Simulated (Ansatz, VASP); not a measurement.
Zn in VASP and in Ansatz

```
Zn
1.0
     2.57097    0.00000    0.00000
    -1.28549    2.22653    0.00000
     0.00000    0.00000    4.73619
Zn
2
Direct
  0.33333 0.66667 0.25000
  0.66667 0.33333 0.75000
```

Alike in both runs: task single point; functional LDA; k mesh 14 × 14 × 7; occupations gaussian, width 0.01 eV; no spin polarisation.

```csv
,VASP,Ansatz
version,VASP 6.6.1,Ansatz 0.2.0
potentials or method,"VASP PAW LDA potentials, release 64 (Zn)","plane waves (420 eV) with PAW, scalar-relativistic"
plane-wave cutoff (eV),520,420
valence electrons in the cell,24,24
```

Ansatz gave:

```
pressure (GPa)                                  : 0.0
largest component of the traceless stress (GPa) : 1.80
```

What did VASP give for the same quantities?

Pressure (GPa): 0.7; largest component of the traceless stress (GPa): 1.97.

Ansatz warned: «pseudo_functional_mismatch».
